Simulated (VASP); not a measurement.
Write the native input for VASP 6.6.1 that does the following.

- Task: relaxation of cell and atoms
- Functional: PBE
- Dispersion: D3(BJ)
- Potentials or basis: VASP PAW PBE potentials, release 64 (Tm)
- Cutoff: 600 eV
- k mesh: 7 × 7 × 7
- Occupations: fermi-dirac, width 0.05 eV
- Spin: collinear spin, ferromagnetic start
- Starting moments: [2.0] μB
- Further INCAR settings: ALGO = Normal; EDIFF = 1e-07; IBRION = 2; EDIFFG = -0.01; NSW = 40; ISIF = 3

The structure of Tm lies in POSCAR:

```
Tm
1.0
   -1.9705499473      1.9705499473      1.9705499473
    1.9705499473     -1.9705499473      1.9705499473
    1.9705499473      1.9705499473     -1.9705499473
Tm
1
Direct
    0.0000000000      0.0000000000      0.0000000000
```

This isn't the form of Tm at room conditions, which is hcp.

These files were run (other wordings do the same):

INCAR

```
SYSTEM = Tm
ALGO = Normal
EDIFF = 1E-7
EDIFFG = -0.01
ENCUT = 600
GGA = PE
IBRION = 2
ISIF = 3
ISMEAR = -1
ISPIN = 2
IVDW = 12
LASPH = .TRUE.
LCHARG = .FALSE.
LMAXMIX = 6
LORBIT = 11
LREAL = .FALSE.
LWAVE = .FALSE.
MAGMOM = 2
NELM = 120
NSW = 40
PREC = Accurate
SIGMA = 0.05
```

KPOINTS

```
k-points
0
G
  7 7 7
  0 0 0
```

Potentials or basis: VASP PAW PBE potentials, release 64 (Tm).

Command:

```bash
$ cat potpaw_PBE.64/Tm/POTCAR > POTCAR
$ mpirun -np 1 vasp_std > vasp.out
```

It gave:

```yaml
Relaxed_volume: 31.93 Å³/atom
Relaxed_cell: a = 3.461 Å, b = 3.461 Å, c = 3.461 Å, α = 109.47°, β = 109.47°, γ = 109.47°
Space_group_after_relaxing_to_0.05_Å: Im-3m (No. 229)
Energy_gained_by_relaxing: 3.3 meV/atom
Ionic_steps: 29
Pressure_after_relaxing: 0.0 GPa
Band_gap_on_the_k_mesh: none (metal or under the smearing width)
Net_moment: -1.14 μB per cell
Site_moments: Tm -1.22 μB
Valence_electrons_inside_the_program's_atomic_spheres: Tm 21.04
Dispersion_energy_per_atom: -0.313 eV
```

Caveat: the magnetic or orbital state may not be the lowest; spin-orbit coupling is left out, which moves the levels of the heavy elements; pairwise dispersion overbinds metals, which lowers pressure and volume.

Run time: 7.1 min on 1 thread of Intel(R) Xeon(R) 6975P-C (Granite Rapids), on a shared host, peak memory 0.21 GiB.
